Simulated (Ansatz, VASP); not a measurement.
## BaTiO3: VASP beside Ansatz

```xyz
5
Lattice="2.8274 1.6324 2.3184 -2.8274 1.6324 2.3184 0.0000 -3.2648 2.3184" Properties=species:S:1:pos:R:3 pbc="T T T"
Ba    0.0000    0.0000    0.0000
Ti    0.0000    0.0000    3.3698
O     0.0000    1.6033    2.3988
O    -1.3885   -0.8017    2.3988
O     1.3885   -0.8017    2.3988
```

Alike in both runs: task single point; functional r2SCAN; k mesh 4 × 4 × 4; no spin polarisation.

```csv
,VASP,Ansatz
version,VASP 6.6.1,Ansatz 0.2.0
potentials or method,"VASP PAW PBE potentials, release 64 (Ba_sv, Ti_sv, O)","plane waves, PAW"
plane-wave cutoff (eV),520,500
occupations,"gaussian, width 0.01 eV",fixed
valence electrons in the cell,40,40
```

VASP gave:

| Item | Value |
| --- | --- |
| gap on the k mesh at the Fermi level (eV) | 2.77 |

Question: Estimate Ansatz's values.

Answer: gap on the k mesh at the Fermi level (eV): 2.80.

Caveats: spin-orbit coupling is left out, which moves the levels of the heavy elements. r2SCAN opens gaps a little over a GGA but as a rule still falls short of measured ones. A k mesh can miss the band edges.
